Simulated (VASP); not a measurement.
Set up this calculation in VASP 6.6.1, as the native input.

```
Task                            : G0W0 quasiparticle levels
Functional                      : PBE
Potentials or basis             : VASP PAW PBE potentials, release 64 (Zr_sv_GW, O_GW)
Cutoff                          : 500 eV
k mesh                          : 5 × 5 × 5
Occupations                     : gaussian, width 0.01 eV
Spin                            : no spin polarisation
Cutoff of the response function : 100
Frequency points                : 64
Empty bands                     : 43
GW scheme                       : G0W0
GW iterations                   : 1
Further INCAR settings          : ALGO = EVGW0; EDIFF = 1e-08; NBANDS = 55
```

ZrO2:

```
Zr O
1.0
     0.00000    2.54507    2.54507
     2.54507    0.00000    2.54507
     2.54507    2.54507    0.00000
Zr O
1 2
Direct
  0.00000 0.00000 0.00000
  0.75000 0.75000 0.75000
  0.25000 0.25000 0.25000
```

Measurements of this composition are mostly on another form, of space group No. 14.

These files were run (other wordings do the same):

POSCAR

```
ZrO2
1.0
    0.0000000000      2.5450727058      2.5450727058
    2.5450727058      0.0000000000      2.5450727058
    2.5450727058      2.5450727058      0.0000000000
Zr O
1 2
Direct
    0.0000000000      0.0000000000      0.0000000000
    0.7500000000      0.7500000000      0.7500000000
    0.2500000000      0.2500000000      0.2500000000
```

INCAR.step1

```
SYSTEM = ZrO2
ALGO = Normal
EDIFF = 1E-8
ENCUT = 500
GGA = PE
ISMEAR = 0
LASPH = .TRUE.
LCHARG = .FALSE.
LREAL = .FALSE.
LWAVE = .TRUE.
NELM = 100
PREC = Accurate
SIGMA = 0.01
```

INCAR.step2

```
SYSTEM = ZrO2
ALGO = Exact
EDIFF = 1E-8
ENCUT = 500
GGA = PE
ISMEAR = 0
ISTART = 1
LASPH = .TRUE.
LCHARG = .FALSE.
LOPTICS = .TRUE.
LREAL = .FALSE.
LWAVE = .TRUE.
NBANDS = 55
NELM = 1
PREC = Accurate
SIGMA = 0.01
```

INCAR.step3

```
SYSTEM = ZrO2
ALGO = EVGW0
EDIFF = 1E-8
ENCUT = 500
ENCUTGW = 100
GGA = PE
ISMEAR = 0
ISTART = 1
LASPH = .TRUE.
LCHARG = .FALSE.
LREAL = .FALSE.
LWAVE = .FALSE.
NBANDS = 55
NBANDSGW = 20
NELMGW = 1
NOMEGA = 64
PREC = Accurate
PRECFOCK = Fast
SIGMA = 0.01
```

KPOINTS

```
k-points
0
G
  5 5 5
  0 0 0
```

Potentials or basis: VASP PAW PBE potentials, release 64 (Zr_sv_GW, O_GW).

Command:

```console
$ cat potpaw_PBE.64/Zr_sv_GW/POTCAR potpaw_PBE.64/O_GW/POTCAR > POTCAR
$ cp INCAR.step1 INCAR
$ mpirun -np 1 vasp_std > vasp.out
$ cp INCAR.step2 INCAR
$ mpirun -np 1 vasp_std > vasp.out
$ cp INCAR.step3 INCAR
$ mpirun -np 1 vasp_std > vasp.out
```

It gave:

```json
{
 "Band gap on the k mesh, mean-field level": "3.55 eV, indirect (least direct gap 3.89 eV)",
 "Quasiparticle gap": "4.93 eV",
 "Least direct quasiparticle gap": "5.34 eV"
}
```

Caveat: the k mesh is coarse (spacing up to 0.43 Å⁻¹), so the values aren't converged; bands, screening cutoff and mesh are small and nothing is extrapolated, so the quasiparticle values aren't converged; an odd mesh through Γ misses points on the zone boundary, where band edges often lie.

It took 2.1 min on 1 thread of Intel(R) Xeon(R) 6975P-C (Granite Rapids), on a shared host, peak memory 0.32 GiB.
